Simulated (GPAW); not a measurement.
The system is AlCu.

```
Cu Al
1.0
     2.99751    0.00000    0.00000
     0.00000    2.99751    0.00000
     0.00000    0.00000    2.99751
Cu Al
1 1
Cartesian
  1.4988 1.4988 1.4988
  0.0000 0.0000 0.0000
```

The cell comes from a database or a generator and needn't be the stable form of this composition.

| Item | Value |
| --- | --- |
| Program | GPAW 26.7.0 |
| Task | relaxation of cell and atoms |
| Functional | PBEsol |
| Dispersion | D3(BJ)+ATM |
| Potentials or basis | PAW data sets generated in the run's folder for this functional |
| Cutoff | 600 eV |
| Basis | pw |
| k mesh | 9 × 9 × 9 |
| Occupations | fermi-dirac, width 0.05 eV |
| Spin | no spin polarisation |

At the start: pressure -7.9 GPa; volume 13.47 Å³/atom.

How do energy, volume and symmetry change on relaxing?

Over 4 steps the energy falls by 22.5 meV/atom and the volume is 12.60 Å³/atom (-6.4 %); space group Pm-3m (No. 221, to 0.05 Å).

The path:
| step | energy change (eV) | largest force (eV/Å) | pressure (GPa) | volume (Å³) |
| --- | --- | --- | --- | --- |
| 1 | 0.0000 | 0.0000 | -7.88 | 26.93 |
| 2 | -0.0168 | 0.0000 | -6.42 | 26.55 |
| 3 | -0.0446 | 0.0000 | 0.77 | 25.06 |
| 4 | -0.0450 | 0.0000 | -0.06 | 25.21 |

Final structure:
```
Cu Al
1.0
     2.93202    0.00000    0.00000
     0.00000    2.93202    0.00000
     0.00000    0.00000    2.93202
Cu Al
1 1
Direct
  0.50000 0.50000 0.50000
  0.00000 0.00000 0.00000
```

Caveat: with this Cu data set, volumes or pressures lay over 1.5 % or 2 GPa off other programs in two to four cells of ten; later steps reuse the first step's grids; pairwise dispersion overbinds metals, which lowers pressure and volume.
